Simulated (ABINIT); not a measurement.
MgB2, 3 atoms in the cell. Symmetry: P6/mmm, No. 191, hexagonal system. Conventional cell: a = 3.085 Å, b = 3.085 Å, c = 3.523 Å, α = 90.00°, β = 90.00°, γ = 120.00°. Mg (site symmetry 6/mmm) is surrounded by 12 B at 2.51 Å. B (site symmetry -6m2) is surrounded by 3 B at 1.78 Å. 

| Property | Result |
| --- | --- |
| Program | ABINIT 10.8.3 (patched build) |
| Task | relaxation of cell and atoms |
| Functional | PBE |
| Potentials or basis | JTH PAW PBE v2.0 |
| Cutoff | 517 eV |
| k mesh | 10 × 10 × 8 |
| Occupations | fermi-dirac, width 0.05 eV |
| Spin | no spin polarisation |
| Target pressure | 20 GPa |
| Cell freedom (optcell) | 2 |
| Cutoff smearing ecutsm (Ha) | 0.5 |
| Optimiser (ionmov) | 2 |
| Force stop (Ha/bohr) | 0.0005 |
| Fine-grid cutoff | 1034.03 eV |

Potentials or basis: JTH PAW PBE v2.0.

Launch:

```sh
$ abinit run.abi > log 2>&1
```

Hardware: 1 thread of Arm Neoverse V2, on a shared host.

Question: How long does it take, and how much memory?

Answer: Run time: 94 s on 1 thread of Arm Neoverse V2 (shared host), peak memory 0.11 GiB. Counts: scf iterations 50, mpi ranks 1, k points 70, bands 12, plane waves 992, ion steps 6.
